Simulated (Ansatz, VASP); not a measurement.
# One calculation of La, two programs

```xyz
2
Lattice="3.4300 0.0000 0.0000 -1.7150 2.9705 0.0000 0.0000 0.0000 5.6676" Properties=species:S:1:pos:R:3 pbc="T T T"
La    0.0000    1.9803    1.4169
La    1.7150    0.9902    4.2507
```

Alike in both runs: task single point; functional LDA; k mesh 11 × 11 × 6; occupations fermi-dirac, width 0.1 eV; no spin polarisation.

|  | VASP | Ansatz |
| --- | --- | --- |
| version | VASP 6.6.1 | Ansatz 0.2.0 |
| potentials or method | VASP PAW LDA potentials, release 64 (La) | plane waves (420 eV) with PAW, scalar-relativistic |
| plane-wave cutoff (eV) | 520 | 420 |
| valence electrons in the cell | 22 | 22 |

```tsv
	VASP	Ansatz	Ansatz less VASP
pressure (GPa)	3.9	4.1	+0.14
largest component of the traceless stress (GPa)	0.29	0.29	-0.004
```

Ansatz warned: «pseudo_functional_mismatch».

The runs have no spin-orbit coupling, so splittings on La are missing.
